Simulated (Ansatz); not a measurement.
# PbSe (Clausthalite) (Fm-3m) in Ansatz: a series of runs

Runs on PbSe (Clausthalite). Level: PBE. Tasks: single point, relaxation of cell and atoms.

Program: Ansatz 0.2.0. These are calculated values, not measurements. Logs are shortened: lines on timing, memory, paths and dates and some standing lists are left out, and cuts for length are marked.

**The experiment to reproduce.**

From a printed reference work, monograph, for a bulk crystal of PbSe: band gap 0.28 eV (direct) at 300 K; band gap 0.15 eV (direct) at 4.2 K.

The runs below are set against these values where they give the same quantity.

### Step 1. Starting point

It takes space group Fm-3m (No. 225, cubic). Conventional cell: a = 6.121 Å, b = 6.121 Å, c = 6.121 Å, α = 90.00°, β = 90.00°, γ = 90.00°. Pb (site symmetry m-3m) has 6 Se at 3.06 Å as nearest neighbours. Around Se (site symmetry m-3m) lie 6 Pb at 3.06 Å.

### Step 2. Single point, PBE

input.yaml reads:

```yaml
crystal:
  lattice:
    - [0.0, 3.06065, 3.06065]
    - [3.06065, 0.0, 3.06065]
    - [3.06065, 3.06065, 0.0]
  atoms:
    - { symbol: Pb, position: [0.0, 0.0, 0.0] }
    - { symbol: Se, position: [0.5, 0.5, 0.5] }
hamiltonian:
  xc: pbe
  pseudopotentials: { kind: paw }
kpoints:
  mp_grid: { grid: [8, 8, 8] }
scf:
  occupations: { method: gaussian, width: 0.1 }
output:
  forces: true
  stress: true
  eigenvalues: true
```

Potentials or basis: Ansatz PAW.

Command:

```sh
$ ansatz run input.yaml --threads 2 --pin off --max-ram 5632MiB --backend cpu --events-out ev --progress --plain --runs-dir out
```

The program printed:

```text
Warning: RAYON_NUM_THREADS=2 ignored (pool sized by the plan → 2); use --threads N
Engine: ansatz 0.2.0, aarch64-unknown-linux-gnu
Pseudopotentials: kind: paw
Pseudopotential: Pb, paw, valence charge 14, recommended cutoff 420 eV (normal), Pb.paw.azcp
Pseudopotential: Se, paw, valence charge 16, recommended cutoff 420 eV (normal), Se.paw.azcp
Functional definition: PBE
  parameter kappa = 0.804
  parameter beta = 0.06672455060314922
  exchange = pbe_x(kappa = kappa, mu = beta*pi^2/3)
  correlation = pbe_c(beta = beta)
Crystal: 2 atoms, lattice volume = 57.342 Å³
Basis set: ecut = 420 eV, 1139 PW (Γ), exchange–correlation on 60×60×60 points (8 copies of the dense FFT grid, shifted against one another)
Bands: 19, of which v1, the nominal top of the filled ones, is band 15 counted from 1 (14 counted from 0)
Symmetry: 48 space group operations
Space group: Fm-3m (ITA 225), of the structure as read, at distance tolerance 3.9e-5 Å
k-points: 29 of 512
Non-local potential: Pb, projectors of the file, l = 0: 2, l = 1: 2, l = 2: 2, l = 3: 2
Non-local potential: Se, projectors of the file, l = 0: 2, l = 1: 2, l = 2: 3, l = 3: 1
PAW form: soft (Blöchl's): semilocal exchange-correlation on the pseudo side does not see the compensation charge
PAW one-centre angular grid: Pb, 590 points (default); XC on 64 Gauss nodes
PAW one-centre angular grid: Se, 590 points (default); XC on 64 Gauss nodes
Initial density: superposition of atomic densities (neutral atoms: chi_scale 0, normalization atom), corrected by the library's trained network
Initial wavefunctions: pseudopotential atomic-orbital guess
Functional: x = pbe(κ = 0.804, μ = 0.2195149727645171), c = pbe(β = 0.06672455060314922)
SCF iter   1: F=—  HF=-17376.604007 eV  |F-HF|=—  |Δ(HF+E_count)|=         —  Δρ=5.55e-4  dr2=1.82e-4  ethr=1.77e-3  ⟨swp⟩=5.7  Hψ=2633  notcnv=0
preconditioner: auto → none  [insulator: Δε(μ)=0.288 eV  Ē_g=15.323 eV  σ=0.100 eV  W_gap=0.96  n_scr=14 (ndim 8)  ℏωp=21.9 eV  f_vac=0.019  D(μ)=0.02/eV (n_scr^D=0)  ε∞_Penn≈3.0]
SCF iter   2: F=—  HF=-17376.603063 eV  |F-HF|=—  |Δ(HF+E_count)|=   9.44e-4  Δρ=3.66e-4  dr2=3.99e-5  ethr=6.07e-7  ⟨swp⟩=2.1  Hψ=1224  notcnv=0
SCF iter   3: F=—  HF=-17376.603073 eV  |F-HF|=—  |Δ(HF+E_count)|=   9.25e-6  Δρ=1.86e-4  dr2=9.52e-6  ethr=1.33e-7  ⟨swp⟩=2.0  Hψ=940  notcnv=0
SCF iter   4: F=—  HF=-17376.603090 eV  |F-HF|=—  |Δ(HF+E_count)|=   1.77e-5  Δρ=4.62e-5  dr2=1.37e-6  ethr=3.17e-8  ⟨swp⟩=2.0  Hψ=987  notcnv=0
SCF iter   5: F=—  HF=-17376.603090 eV  |F-HF|=—  |Δ(HF+E_count)|=   6.17e-7  Δρ=1.69e-5  dr2=2.10e-7  ethr=4.56e-9  ⟨swp⟩=2.0  Hψ=829  notcnv=0
SCF iter   6: F=-17376.603089 eV  HF=-17376.603090 eV  |F-HF|=3.11e-8  |Δ(HF+E_count)|=   9.95e-8  Δρ=6.74e-6  dr2=2.38e-8  ethr=3.33e-10  ⟨swp⟩=4.2  Hψ=2027  notcnv=0
SCF 1 converged in 6 iterations: F = -17376.603089 eV  dr2 = 2.38e-8
SCF converged after 6 iterations
Free energy (F): -17376.603089 eV
Harris-Foulkes:  -17376.603090 eV  (|F-HF|=3.11e-8)
Internal energy: -17376.602976 eV  (E = F + TS)
E sigma→0 (E₀):  -17376.603033 eV
Entropy (-TS):   -0.000113 eV (-0.057 meV/atom)
Fermi energy:    9.177428 eV
--- Per-component energies (eV) ---
  E_band       = -425.090932
  E_kinetic    = 406.272785
  E_local      = -3527.537025  (includes V_loc(G=0)·N_el)
  E_nonlocal   = -245.938944
  E_hartree    = 1642.822284
  E_xc         = -325.849660
  E_vxc        = -231.569328  (∫ρ·V_xc dr)
  E_paw        = -12314.664657  (= ΣΔE_a)
  E_vpaw       = -111.953185  (= ΣTr[D̂ρ^β])
  E_aug_tail   = -0.000502  (compensation charges beyond the density's cutoff)
  E_ewald      = -3011.707258
  E_smearing   = -0.000113  (= −TS)
  E_closure    = -0.000000  (closes the sum)
  Σ components = -17376.603089   (vs F -17376.603089, Δ=0.00e0)
--- Forces (eV/Å), atoms counted from 1 ---
  atom   1  Pb    -0.00000000     0.00000000    -0.00000000
  atom   2  Se     0.00000000    -0.00000000    -0.00000000
  max |Σ_I F_I| component: 1.67e-29 eV/Å
--- Stress (GPa, compression-positive) ---
        2.422126      -0.000000      -0.000000
        0.000000       2.422126       0.000000
        0.000000       0.000000       2.422126
  P = ⅓ Tr σ = 2.4221 GPa (24.221 kbar)
--- Band table (eV; the first three rows and the last of 29) ---
  k-point 0: bands = ["-38.1930", "-38.1930", "-38.1906", "-38.1906", "-38.1906", "-7.8143", "-7.8143", "-7.8143", "-7.8104", "-7.8104", "-4.5677", "2.7333", "7.1480", "7.1480", "7.1480", "13.7417", "13.7417", "13.7417", "15.5512"]
  k-point 1: bands = ["-38.1929", "-38.1929", "-38.1906", "-38.1906", "-38.1906", "-7.8151", "-7.8151", "-7.8138", "-7.8085", "-7.8085", "-4.4495", "2.3383", "7.1891", "7.1891", "7.4257", "12.6793", "13.0660", "13.0660", "15.3702"]
  k-point 2: bands = ["-38.1929", "-38.1929", "-38.1906", "-38.1906", "-38.1906", "-7.8235", "-7.8235", "-7.8126", "-7.7972", "-7.7972", "-4.1251", "1.4670", "7.3089", "7.3089", "7.9831", "11.1923", "11.9434", "11.9434", "15.5622"]
  k-point 28: bands = ["-38.1930", "-38.1929", "-38.1906", "-38.1906", "-38.1905", "-7.9022", "-7.8110", "-7.8020", "-7.8020", "-7.7696", "-3.1050", "1.0234", "4.7978", "4.7978", "8.2345", "10.9195", "13.9780", "13.9780", "16.7604"]
```

It took 0.99 s on 2 threads of Arm Neoverse V1, shared host; peak memory 0.33 GiB.

What came out:

```yaml
Free_energy: -17376.6031 eV
Pressure: 2.4 GPa
Band_gap_on_the_k_mesh: 0.29 eV, direct
```

Levels at points of the mesh, in eV from the valence-band top:
| k point | band 12 | band 13 | band 14 | band 15 | band 16 | band 17 | band 18 | band 19 |
| --- | --- | --- | --- | --- | --- | --- | --- | --- |
| (0.00, 0.00, 0.00) | -6.30 | -1.89 | -1.89 | -1.89 | 4.71 | 4.71 | 4.71 | 6.52 |
| (0.00, 0.00, -0.50) | -8.80 | -1.48 | -1.48 | 0.00 | 0.29 | 1.69 | 1.69 | 8.54 |
| (0.00, -0.50, -0.50) | -7.38 | -4.99 | -3.24 | -3.24 | 3.69 | 5.61 | 5.61 | 6.04 |

Caveat: spin-orbit coupling is left out, which as a rule narrows the gap of such compounds by several tenths of an eV.

### Step 3. Single point, PBE

input.yaml: that of step 2 with these lines changed.

```diff
@@ -14,3 +14,3 @@
 scf:
-  occupations: { method: gaussian, width: 0.1 }
+  occupations: { method: gaussian, width: 0.011 }
 output:
@@ -19 +19,5 @@
   eigenvalues: true
+  write_density: true
+  write_potential: true
+  elf: true
+  volumetric_format: npy
```

Potentials or basis: Ansatz PAW.

Command:

```sh
$ ansatz run input.yaml --threads 2 --pin off --max-ram 5632MiB --backend cpu --events-out ev --progress --plain --runs-dir out
```

Run time: 1.6 s. Hardware: 2 threads of Arm Neoverse V2, shared host; peak memory 0.33 GiB.

The run converged. Its results:

* Free energy: -17376.6031 eV
* Pressure: 2.4 GPa
* Band gap on the k mesh: 0.29 eV, direct

Levels at points of the mesh, in eV from the valence-band top:
```csv
k point,band 12,band 13,band 14,band 15,band 16,band 17,band 18,band 19
"(0.00, 0.00, 0.00)",-6.30,-1.89,-1.89,-1.89,4.71,4.71,4.71,6.52
"(0.00, 0.00, -0.50)",-8.80,-1.48,-1.48,0.00,0.29,1.69,1.69,8.54
"(0.00, -0.50, -0.50)",-7.38,-4.99,-3.24,-3.24,3.69,5.61,5.61,6.04
```

Caveat: spin-orbit coupling is left out, which as a rule narrows the gap of such compounds by several tenths of an eV.

### Step 4. Relaxation of cell and atoms, PBE

input.yaml: that of step 3 with these lines changed.

```diff
@@ -14,3 +14,3 @@
 scf:
-  occupations: { method: gaussian, width: 0.011 }
+  occupations: { method: fermi_dirac, width: 0.05 }
 output:
@@ -18,3 +18,2 @@
   stress: true
-  eigenvalues: true
   write_density: true
@@ -23 +22,5 @@
   volumetric_format: npy
+relax:
+  f_tol: 0.01
+  max_steps: 40
+  cell: { stress_tol: 0.05 }
```

Command:

```sh
$ ansatz run input.yaml --threads 2 --pin off --max-ram 5632MiB --backend cpu --events-out ev --progress --plain --runs-dir out
```

Run time: 4.8 s. Hardware: 2 threads of Arm Neoverse V2, shared host; peak memory 0.35 GiB.

The run converged. Its results:

```
Free energy                            : -17376.6230 eV
Relaxed volume                         : 30.04 Å³/atom
Relaxed cell                           : a = 4.396 Å, b = 4.396 Å, c = 4.396 Å, α = 60.00°, β = 60.00°, γ = 60.00°
Space group after relaxing (to 0.05 Å) : Fm-3m (No. 225)
Energy gained by relaxing              : 9.9 meV/atom
Ionic steps                            : 5
Pressure after relaxing                : 0.0 GPa
Band gap on the k mesh                 : 0.43 eV, direct
```

The path:
```tsv
step	energy change (eV)	largest force (eV/Å)	volume (Å³)
1	0.0000	0.0000	57.34
2	-0.0157	0.0000	61.36
3	-0.0196	0.0000	60.19
4	-0.0196	0.0000	60.09
5	-0.0199	0.0000	60.09
```

Final structure:
```yaml
crystal:
  lattice:
    - [0.00000, 3.10871, 3.10871]
    - [3.10871, 0.00000, 3.10871]
    - [3.10871, 3.10871, 0.00000]
  atoms:
    - { symbol: Pb, position: [0.00000, 0.00000, 0.00000] }
    - { symbol: Se, position: [0.50000, 0.50000, 0.50000] }
```

Levels at points of the mesh, in eV from the valence-band top:
```tsv
k point	band 11	band 12	band 13	band 14	band 15	band 16	band 17	band 18	band 19
(0.00, 0.00, 0.00)	-13.18	-6.34	-1.64	-1.64	-1.64	4.64	4.64	4.64	6.65
(0.00, 0.00, -0.50)	-12.23	-8.51	-1.27	-1.27	0.00	0.43	1.82	1.82	8.52
(0.00, -0.50, -0.50)	-11.92	-7.27	-4.57	-2.92	-2.92	3.92	5.46	5.46	5.88
```

Caveat: the plane-wave basis is chosen anew once the cell has moved, so the energies of steps on either side of that aren't comparable; spin-orbit coupling is left out, which as a rule narrows the gap of such compounds by several tenths of an eV.

### Step 5. Overview

| task | cell | smearing | gap on the mesh (eV) | pressure (GPa) |
| --- | --- | --- | --- | --- |
| single point | as given | gaussian 0.1 eV | 0.29 | 2.4 |
| single point | as given | gaussian 0.011 eV | 0.29 | 2.4 |
| relaxation of cell and atoms | relaxed | fermi-dirac 0.05 eV | 0.43 | 0.0 |

Alike in all rows: level PBE; potentials or basis Ansatz PAW; no spin polarisation; k mesh 8 × 8 × 8; cutoff (eV) 420.

Caveats: spin-orbit coupling is left out, which as a rule narrows the gap of such compounds by several tenths of an eV; the plane-wave basis is chosen anew once the cell has moved, so the energies of steps on either side of that aren't comparable (some runs).

Absolute energies hang on the potentials; compare differences alone.

### Step 6. Against experiment

Step 2. Measured gap of PbSe: 0.28 eV (direct; 300 K; a printed reference work, monograph). This calculation gives 0.29 eV (+0.01 eV). 2 values of this kind are on record (0.15 to 0.28 eV); this one was drawn at random. Spin-orbit coupling on Pb, Se is left out. The value is that of PBE on a finite k mesh, which can miss the band edges, without temperature or zero-point motion.

Step 3. Against the measured gap of PbSe, 0.15 eV (direct; 4.2 K; a printed reference work, monograph), the calculated 0.29 eV is off by +0.14 eV. 2 values of this kind are on record (0.15 to 0.28 eV); this one was drawn at random. Spin-orbit coupling on Pb, Se is left out. The value is that of PBE on a finite k mesh, which can miss the band edges, without temperature or zero-point motion.

Step 4. The cell as given is a measured one (28.67 Å³/atom); PBE puts the equilibrium volume +4.8 % from it, thermal expansion not counted.
